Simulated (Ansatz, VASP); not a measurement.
Two plane-wave programs on BaTe

```
CELL_PARAMETERS angstrom
4.69205 0.00000 0.00000
-2.34602 4.06343 0.00000
0.00000 0.00000 4.34973
ATOMIC_POSITIONS crystal
Ba 0.33333 0.66667 0.50000
Te 0.00000 0.00000 0.00000
```

Alike in both runs: functional PBE; k mesh 9 × 9 × 6; occupations gaussian, width 0.02 eV; no spin polarisation.

Ansatz relaxed the structure, and its values are those at the end. VASP's run is a single point on that final structure, the one shown.

|  | VASP | Ansatz |
| --- | --- | --- |
| version | VASP 6.6.1 | Ansatz 0.2.0 |
| potentials or method | VASP PAW PBE potentials, release 64 (Ba_sv, Te) | scalar-relativistic, plane waves, PAW |
| plane-wave cutoff (eV) | 520 | 420 |
| valence electrons in the cell | 16 | 26 |

VASP gave:

```
gap on the k mesh at the Fermi level (eV) : 1.36
least direct gap on the mesh (eV)         : 1.36
pressure (GPa)                            : 2.3
```

Task: Estimate Ansatz's values.

Result: gap on the k mesh at the Fermi level (eV): 1.42; least direct gap on the mesh (eV): 1.42; pressure (GPa): 1.9.

The two sets of potentials don't hold the same shells in valence.

Caveats: spin-orbit coupling is left out, which moves the levels of the heavy elements; an odd mesh through Γ misses points on the zone boundary, where band edges often lie. A hybrid or GW would open this gap; PBE tends to underestimate it.
